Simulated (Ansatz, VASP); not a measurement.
**NaH: VASP beside Ansatz**

```
CELL_PARAMETERS angstrom
0.00000 2.39595 2.39595
2.39595 0.00000 2.39595
2.39595 2.39595 0.00000
ATOMIC_POSITIONS crystal
Na 0.00000 0.00000 0.00000
H 0.50000 0.50000 0.50000
```

Alike in both runs: functional PBEsol; k mesh 8 × 8 × 8; occupations gaussian, width 0.02 eV; no spin polarisation.

Ansatz relaxed the structure, and its values are those at the end. VASP's run is a single point on that final structure, the one shown.

```csv
,VASP,Ansatz
version,VASP 6.6.1,Ansatz 0.2.0
potentials or method,"VASP PAW PBE potentials, release 64 (Na_pv, H)","scalar-relativistic, plane waves, PAW"
plane-wave cutoff (eV),520,420
valence electrons in the cell,8,10
```

```tsv
	VASP	Ansatz	Ansatz less VASP
gap on the k mesh at the Fermi level (eV)	3.60	3.61	+0.002
least direct gap on the mesh (eV)	4.51	4.52	+0.003
pressure (GPa)	0.0	0.0	+0.02
```

With one functional, cell and mesh, what is left measures potentials, basis and numerics. The two sets of potentials don't hold the same shells in valence.

Caveats: the PAW data sets were made with another functional, which shifts forces and pressure a little (VASP). A k mesh can miss the band edges.
